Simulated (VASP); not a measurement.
Here is a VASP 6.6.1 calculation.

INCAR

```
ALGO = Normal
EDIFF = 1E-7
ENCUT = 520
GGA = PS
ISIF = 2
ISMEAR = 1
LASPH = T
LCHARG = F
LREAL = F
LWAVE = F
NBANDS = 11
NELM = 120
PREC = Accurate
SIGMA = 0.1
```

Contents of KPOINTS:

```
k-points
0
Gamma
  31 31 31
```

Contents of POSCAR:

```
Ni
1.0
    0.0000000000      1.7600000000      1.7600000000
    1.7600000000      0.0000000000      1.7600000000
    1.7600000000      1.7600000000      0.0000000000
Ni
1
Direct
    0.0000000000      0.0000000000      0.0000000000
```

Potentials or basis: VASP PAW PBE potentials, release 64 (Ni).

Command:

```sh
$ cat potpaw_PBE.64/Ni/POTCAR > POTCAR
$ mpirun -np 1 vasp_std > vasp.out
```

Question: Estimate the band gap on the k mesh.

Answer: None (metal or under the smearing width).

Question: What does it give for the pressure?

Answer: -11.2 GPa.

Caveat: the PAW data sets were made with another functional, which shifts forces and pressure a little; the run has no spin polarisation, though such a crystal can be magnetic. Spin polarisation is off, so any magnetic state and its effect on volume and gap are missing.
